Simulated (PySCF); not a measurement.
Which level of theory gave which numbers?

1,3-cyclopentadiene, C5H6.
Atom-mapped SMILES: `[CH:1]1=[CH:2][CH2:3][CH:4]=[CH:5]1` (hydrogens: H6 on C1; H7 on C2; H8, H9 on C3; H10 on C4; H11 on C5)

The closed-shell ground state was solved 3 times with PySCF (density fitting, gas phase), always in the aug-cc-pVTZ basis (368 functions), with these functionals: CAM-B3LYP, PBE0 and wB97X-D. Isolated species at its PBE0-D3(BJ)/def2-TZVP geometry, gas phase.

| row | total energy (Eh) | HOMO (eV) | LUMO (eV) | dipole (D) |
| --- | --- | --- | --- | --- |
| P | -194.0553 | -7.63 | 0.31 | 0.48 |
| Q | -194.0987 | -8.16 | 0.89 | 0.49 |
| R | -193.9311 | -6.36 | -0.54 | 0.50 |

**Question.** Which functional belongs to which row?

**Answer.** P = CAM-B3LYP, Q = wB97X-D, R = PBE0. By rising HOMO–LUMO gap: PBE0 (global hybrid, 25 % exact exchange) 5.82 eV; CAM-B3LYP (range-separated hybrid) 7.94 eV; wB97X-D (range-separated hybrid) 9.05 eV. Total energies of different functionals aren't bounds to one another; each is stationary for its own functional.

Note: wB97X-D ran without an empirical dispersion term, which enters the total energy and its gradient alone.
